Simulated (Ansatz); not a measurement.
PbS in Ansatz: the effect of functional

PbS:

```
Pb S
1.0
     2.06953    1.19485    3.38145
    -2.06953    1.19485    3.38145
     0.00000   -2.38969    3.38145
Pb S
1 1
Direct
  0.98057 0.98057 0.98057
  0.47504 0.47504 0.47504
```

The cell is a database's computed one.

The cell isn't the ideal one: volume scaled by 0.94.

Alike in all runs:

| Property | Result |
| --- | --- |
| Program | Ansatz 0.2.0 |
| Task | single point |
| Potentials or basis | Ansatz PAW |
| k mesh | 8 × 8 × 8 |
| Occupations | fermi-dirac, width 0.05 eV |
| Spin | no spin polarisation |

Question: One run gave: gap on the mesh 0.46 eV; pressure 4.0 GPa; largest force 0.05 eV/Å. Which functional did it use?
A. LDA
B. PBEsol
C. r2SCAN

Answer: C.

```csv
functional,cutoff,gap on the mesh (eV),pressure (GPa),largest force (eV/Å)
PBEsol,420 eV (not typed: the program's choice for these potentials),0.14,1.5,0.04
LDA,420 eV (not typed: the program's choice for these potentials),0.13,-0.3,0.03
r2SCAN,500 eV (not typed: the program's choice for these potentials),0.46,4.0,0.05
```

Caveats: spin-orbit coupling is left out, which as a rule narrows the gap of such compounds by several tenths of an eV; the PAW data sets come from PBE, with cores solved anew for the run's functional, which leaves a small shift of forces and pressure.

A k mesh can miss the band edges.

Runs at the PBE level aren't shown here.
